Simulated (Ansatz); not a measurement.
Relaxed-ion elastic tensor of BeO (wurtzite, P6_3mc) in GPa (Voigt order), r²SCAN in the plane-wave PAW code Ansatz; density 3.03 g/cm³, 6.85 Å³ per atom.

```csv
,1,2,3,4,5,6
1,462,126,87.4,0.0,0.0,0.0
2,126,462,87.4,0.0,0.0,0.0
3,87.4,87.4,502,0.0,0.0,0.0
4,0.0,0.0,0.0,149,0.0,0.0
5,0.0,0.0,0.0,0.0,149,0.0
6,0.0,0.0,0.0,0.0,0.0,168
```

Task: Is the crystal mechanically stable?

Result: Yes: the smallest eigenvalue of C is 149 GPa.

Task: Work out the Voigt, Reuss and Hill averages.

Result: K_V = 225, K_R = 225, K_H = 225; G_V = 168, G_R = 166, G_H = 167 GPa.

Task: Give Young's modulus, Poisson's ratio, Pugh's ratio and the universal anisotropy index.

Result: E = 9KG/(3K + G) = 402 GPa; ν = 0.20; K/G = 1.35 (brittle by the Pugh limit of 1.75); A_U = 5G_V/G_R + K_V/K_R − 6 = 0.07.

Task: Estimate the sound speeds and the Debye temperature.

Result: v_l = √((K + 4G/3)/ρ) = 12200 m/s, v_t = √(G/ρ) = 7420 m/s, mean 8190 m/s; Θ = (h/k)(3n/4πV)^(1/3) v_m = 1280 K.

Task: Solve the Christoffel equation for the three sound speeds along x, y, z.

Result: Eigenvalues of C_ijkl n_j n_l equal ρv² (piezoelectric stiffening left out). In km/s, slowest first: x 7.00, 7.45, 12.35; y 7.00, 7.45, 12.35; z 7.00, 7.00, 12.86.

Task: How much does each axis shrink under pressure?

Result: Linear compressibilities β_i = Σ_j S_ij (j = 1 to 3): x 1.5, y 1.5, z 1.5 per TPa.

Symmetry was held in the r²SCAN relaxation; phonons on a q-mesh show no instability.

Potentials: the later of the program's two PAW sets.
